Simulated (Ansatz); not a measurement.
SrO: moving Sr off its site

SrO, Fm-3m, a = 5.140 Å (as given, not relaxed at this level: 2.9 GPa). Ansatz: PBE, PAW, 420 eV, Γ-centred 8×8×8 mesh on 2 atoms, Gaussian smearing 0.05 eV; no spin polarisation.

```yaml
crystal:
  lattice:
    - [0.00000, 2.56980, 2.56980]
    - [2.56980, 0.00000, 2.56980]
    - [2.56980, 2.56980, 0.00000]
  atoms:
    - { symbol: Sr, position: [0.00000, 0.00000, 0.00000] }
    - { symbol: O, position: [0.50000, 0.50000, 0.50000] }
```

Atom 1 (Sr) moves by x along the unit vector (0.000, 0.000, -1.000), with its periodic images; all else is held. y is the free energy of the cell over the start, F the force along the path summed over the moved atoms. Symmetry makes y even in x.

```tsv
x (Å)	y (meV)	F (eV/Å)
-0.1000	11.24	0.23
-0.0500	2.73	0.11
0.0000	0.00	0.00
0.0125	0.17	-0.03
0.0250	0.68	-0.05
0.0375	1.53	-0.08
0.0625	4.29	-0.14
0.0750	?	?
0.0875	8.53	-0.20
```

Task: Fit y = c2 x² + c4 x⁴ to the energies of the other rows, give the force constant, and predict energy and force of the missing row.

Result: Least squares on the rows shown. y = 1082 x² + 4220 x⁴. The force constant is 2 c2 = 2.16 eV/Å², for the cell as given, at 2.9 GPa (for all images moving together, not for a lone atom). With two atoms in a cubic cell this is the optical mode at Γ without the LO field: ω = 521.5 √(2 c2/μ) = 209 cm⁻¹ for μ = 13.53 u. The force −dy/dx at the missing row is -0.17 eV/Å (computed -0.17). At x = 0.0750 the fit asked for gives 6.22 meV. The run gave 6.21 meV, so the fit is 0.01 meV too high, a small miss on the scale of the series.